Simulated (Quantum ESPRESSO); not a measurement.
# 2H-WS2, 1 layer, stepped through biaxial strain, part 3 of 6

What law, if any, do the results for 2H-WS2, 1 layer follow against biaxial strain?

Quantum ESPRESSO 7.5; plane-wave DFT, PBE, GBRV ultrasoft pseudopotentials.

So far. Step 2 (Variable-cell relaxation of the reference):  The last row is no step: it is a fresh SCF in the final cell with a new plane-wave basis, -0 meV from the row before. Step 3 (Relaxing the ions, -4 %): The relaxation lowers the energy by 16 meV an atom.

## 4. Ground state, -4 %

The self-consistent run of this member.

m0.scf.in

```
&control
  prefix = 'm0.scf'
  outdir = './out'
  pseudo_dir = './pseudo'
  calculation = 'scf'
  tprnfor = .true.
/
&system
  ibrav = 0
  nat = 3
  ntyp = 2
  ecutwfc = 40
  ecutrho = 200
  occupations = 'smearing'
  smearing = 'fd'
  degauss = 0.002
  nbnd = 17
/
&electrons
  conv_thr = 1e-09
  mixing_beta = 0.4
  electron_maxstep = 120
  mixing_mode = 'plain'
/
ATOMIC_SPECIES
  S   32.0600  s_pbe_v1.4.uspp.F.UPF
  W   183.8400  w_pbe_v1.2.uspp.F.UPF
CELL_PARAMETERS angstrom
  3.05871150624000 0.00000000000000 0.00000000000000
  -1.52935575264000 2.64892186752000 0.00000000000000
  0.00000000000000 0.00000000000000 18.47562023200000
ATOMIC_POSITIONS crystal
  S   0.333333333300 0.666666666700 0.412292847800
  W   0.000000000000 0.000000000000 0.500000000000
  S   0.333333333300 0.666666666700 0.587707152200
K_POINTS automatic
  12 12 1 0 0 0
```

On the command line:

```
> OMP_NUM_THREADS=1 mpirun -n 4 pw.x -nk 4 -in m0.scf.in > m0.scf.out
```

The log of the run:

```text
[banner, memory and clock lines left out]
Program PWSCF v.7.5 starts
[citation notice left out]

[...]
Message from routine setup:
[...]
bravais-lattice index     =            0
     lattice parameter (alat)  =       5.7801  a.u.
     unit-cell volume          =    1010.1905 (a.u.)^3
     number of atoms/cell      =            3
     number of atomic types    =            2
     number of electrons       =        26.00
     number of Kohn-Sham states=           17
     kinetic-energy cutoff     =      40.0000  Ry
     charge density cutoff     =     200.0000  Ry
     scf convergence threshold =      1.0E-09
     mixing beta               =       0.4000
     number of iterations used =            8  plain     mixing
     Exchange-correlation= SLA  PW   PBE  PBE
                           (   1   4   3   4   0   0   0)

[...]
PseudoPot. # 1 for S  read from file:
     ./pseudo/s_pbe_v1.4.uspp.F.UPF
     Pseudo is Ultrasoft + core correction, Zval =  6.0
     Generated by new atomic code, or converted to UPF format
     Using radial grid of  907 points,  6 beta functions with:
                l(1) =   0
                l(2) =   0
                l(3) =   1
                l(4) =   1
                l(5) =   2
                l(6) =   2
     Q(r) pseudized with  8 coefficients,  rinner =    1.300   1.300   1.300
                                                       1.300   1.300

     PseudoPot. # 2 for W  read from file:
     ./pseudo/w_pbe_v1.2.uspp.F.UPF
     Pseudo is Ultrasoft + core correction, Zval = 14.0
     Generated by new atomic code, or converted to UPF format
     Using radial grid of  923 points,  8 beta functions with:
                l(1) =   0
                l(2) =   0
                l(3) =   0
                l(4) =   1
                l(5) =   1
                l(6) =   2
                l(7) =   2
                l(8) =   3
     Q(r) pseudized with  6 coefficients,  rinner =    1.350   1.350   1.350
                                                       1.350   1.350   1.350
                                                       1.350

     atomic species   valence    mass     pseudopotential
     S                 6.00    32.06000     S ( 1.00)
     W                14.00   183.84000     W ( 1.00)

     12 Sym. Ops. (no inversion) found

[...]
number of k points=    19  Fermi-Dirac smearing, width (Ry)=  0.0020
[...]
Dense  grid:    48055 G-vectors     FFT dimensions: (  25,  25, 160)

     Smooth grid:    34599 G-vectors     FFT dimensions: (  24,  24, 144)

     Initial potential from superposition of free atoms

     starting charge      25.8996, renormalised to      26.0000

     negative rho (up, down):  6.756E-02 0.000E+00
     Starting wfcs are   21 randomized atomic wfcs

     per-process dynamical memory:    45.2 Mb

     Self-consistent Calculation

     iteration #  1     ecut=    40.00 Ry     beta= 0.40
     Davidson diagonalization with overlap
     ethr =  1.00E-02,  avg # of iterations =  2.7

     Threshold (ethr) on eigenvalues was too large:
     Diagonalizing with lowered threshold

     Davidson diagonalization with overlap
     ethr =  2.97E-04,  avg # of iterations =  2.3

     negative rho (up, down):  6.849E-02 0.000E+00

     total energy              =    -207.49272045 Ry
     estimated scf accuracy    <       0.09794059 Ry

     iteration #  2     ecut=    40.00 Ry     beta= 0.40
[...]
negative rho (up, down):  6.964E-02 0.000E+00

[...]
total energy              =    -207.49966041 Ry
     estimated scf accuracy    <       0.01168705 Ry

     iteration #  3     ecut=    40.00 Ry     beta= 0.40
[...]
negative rho (up, down):  7.003E-02 0.000E+00

[...]
total energy              =    -207.50153445 Ry
     estimated scf accuracy    <       0.00373454 Ry

     iteration #  4     ecut=    40.00 Ry     beta= 0.40
[...]
negative rho (up, down):  7.069E-02 0.000E+00

[...]
total energy              =    -207.50190499 Ry
     estimated scf accuracy    <       0.00155289 Ry

     iteration #  5     ecut=    40.00 Ry     beta= 0.40
[...]
negative rho (up, down):  7.077E-02 0.000E+00

[...]
total energy              =    -207.50209907 Ry
     estimated scf accuracy    <       0.00019185 Ry

     iteration #  6     ecut=    40.00 Ry     beta= 0.40
[...]
negative rho (up, down):  7.074E-02 0.000E+00

[...]
total energy              =    -207.50213572 Ry
     estimated scf accuracy    <       0.00000273 Ry

     iteration #  7     ecut=    40.00 Ry     beta= 0.40
[...]
negative rho (up, down):  7.072E-02 0.000E+00

[...]
total energy              =    -207.50213675 Ry
     estimated scf accuracy    <       0.00000579 Ry

     iteration #  8     ecut=    40.00 Ry     beta= 0.40
[...]
negative rho (up, down):  7.069E-02 0.000E+00

[...]
total energy              =    -207.50213785 Ry
     estimated scf accuracy    <       0.00000003 Ry

     iteration #  9     ecut=    40.00 Ry     beta= 0.40
[...]
negative rho (up, down):  7.068E-02 0.000E+00

[...]
total energy              =    -207.50213788 Ry
     estimated scf accuracy    <       0.00000002 Ry

     iteration # 10     ecut=    40.00 Ry     beta= 0.40
[...]
negative rho (up, down):  7.068E-02 0.000E+00

[...]
total energy              =    -207.50213788 Ry
     estimated scf accuracy    <          3.5E-09 Ry

     iteration # 11     ecut=    40.00 Ry     beta= 0.40
[...]
negative rho (up, down):  7.068E-02 0.000E+00

[...]
End of self-consistent calculation

          k = 0.0000 0.0000 0.0000 (  4301 PWs)   bands (ev):

   -73.5356 -37.8662 -37.5601 -37.5601 -14.7585 -13.1901  -6.4122  -2.2400
    -2.1679  -2.1679  -0.8383  -0.8383  -0.2423   3.5743   3.5743   3.5827
     3.5827

          k = 0.0000 0.0962 0.0000 (  4284 PWs)   bands (ev):

   -73.5336 -37.8599 -37.5940 -37.5677 -14.6268 -13.1340  -6.2497  -2.5080
    -2.4806  -2.0359  -1.0503  -0.8599  -0.2467   3.1896   3.4594   3.4610
     3.8073

[...]
the Fermi energy is     1.0642 ev

!    total energy              =    -207.50213788 Ry
     estimated scf accuracy    <          1.1E-10 Ry
     smearing contrib. (-TS)   =      -0.00000000 Ry
     internal energy E=F+TS    =    -207.50213788 Ry

     The total energy is F=E-TS. E is the sum of the following terms:
     one-electron contribution =   -1044.80551314 Ry
     hartree contribution      =     523.03849254 Ry
     xc contribution           =     -58.31160053 Ry
     ewald contribution        =     372.57648325 Ry

     convergence has been achieved in  11 iterations

     negative rho (up, down):  7.068E-02 0.000E+00

     Forces acting on atoms (cartesian axes, Ry/au):

     atom    1 type  1   force =     0.00000000    0.00000000   -0.00014549
     atom    2 type  2   force =     0.00000000    0.00000000    0.00000000
     atom    3 type  1   force =     0.00000000    0.00000000    0.00014549

     Total force =     0.000206     Total SCF correction =     0.000025
     SCF correction compared to forces is large: reduce conv_thr to get better values

[...]
```

The job ended after 37 s (4 MPI ranks of Intel Xeon at 2.50GHz (Skylake/Cascade Lake), shared host; peak memory 0.63 GiB).

Read from the output:

- free energy: -2823.2104 eV
- Fermi energy: 1.064 eV
- valence top, on the run's zero: 0.3788 eV
- conduction bottom, on the run's zero: 2.145 eV
- gap by band count: 1.766 eV

## 5. Electrostatic potential, -4 %

plot_num = 11 writes the bare and Hartree potential, from which vacuum levels or, in a crystal, the mean potential are read.

m0.pot.in

```
&inputpp
  prefix = 'm0.scf'
  outdir = './out'
  filplot = 'm0.pot.dat'
  plot_num = 11
/
```

On the command line:

```
> OMP_NUM_THREADS=1 mpirun -n 4 pp.x -in m0.pot.in > m0.pot.out
```

The log of the run:

```text
[banner, memory and clock lines left out]
Program POST-PROC v.7.5 starts

          URL

     ./out/m0.scf.save/

     IMPORTANT: XC functional enforced from input :
     Exchange-correlation= PBE
                           (   1   4   3   4   0   0   0)
     Any further DFT definition will be discarded
     Please, verify this is what you really want

     negative rho (up, down):  7.068E-02 0.000E+00

     Calling punch_plot, plot_num =  11
     Writing data to file  m0.pot.dat
     Message from routine chdens:
     namelist plot not found or invalid, exiting
```

The job ended after 4.2 s (4 MPI ranks; peak memory 0.14 GiB; 10 s of CPU time).

Read from the output:

- slope of the potential above: 5.46e-5 eV/Å
- upper vacuum line continued to the top atoms, over the valence top: 5.545 eV
- slope of the potential below: -5.53e-5 eV/Å
- lower vacuum line continued to the bottom atoms, over the valence top: 5.545 eV
- vacuum level at the upper face over the valence top of the mesh: 5.545 eV
- vacuum level at the lower face over the valence top of the mesh: 5.545 eV

Electrostatic potential energy of an electron; zero at the highest filled level of the SCF mesh. Potential energy, planar mean against z:

| z (Å) | potential energy, planar mean (eV) |
| --- | --- |
| 0.0 | 5.54 |
| 0.5 | 5.54 |
| 1.0 | 5.54 |
| 1.5 | 5.54 |
| 2.0 | 5.54 |
| 2.5 | 5.54 |
| 3.0 | 5.54 |
| 3.5 | 5.54 |
| 4.0 | 5.54 |
| 4.5 | 5.54 |
| 5.0 | 5.53 |
| 5.5 | 5.47 |
| 6.0 | 5.22 |
| 6.5 | 3.93 |
| 7.0 | -2.19 |
| 7.5 | -14.0 |
| 8.0 | -10.4 |
| 8.5 | -7.07 |
| 9.0 | -12.5 |
| 9.5 | -12.3 |
| 10.0 | -6.86 |
| 10.5 | -10.9 |
| 11.0 | -13.6 |
| 11.5 | -1.65 |
| 12.0 | 4.06 |
| 12.5 | 5.24 |
| 13.0 | 5.48 |
| 13.5 | 5.53 |
| 14.0 | 5.54 |
| 14.5 | 5.54 |
| 15.0 | 5.54 |
| 15.5 | 5.54 |
| 16.0 | 5.54 |
| 16.5 | 5.54 |
| 17.0 | 5.54 |
| 17.5 | 5.54 |
| 18.0 | 5.54 |

(Continued in part 4 of 6.)

[Logs are printed without paths, hosts, clocks, repeated set-up lines and the standing remarks that a program may print on its own settings, such as how far it seeks lower states.]

[Hosts, paths, dates, database ids (printed as entryN), source tags and the programs' standing remarks are cut or masked in the printed files.]

[Maps of the electrostatic potential energy from Ansatz leave out the sawtooth potential of an applied field or a dipole correction, so their vacuum need not be flat; planar profiles and work functions include it.]
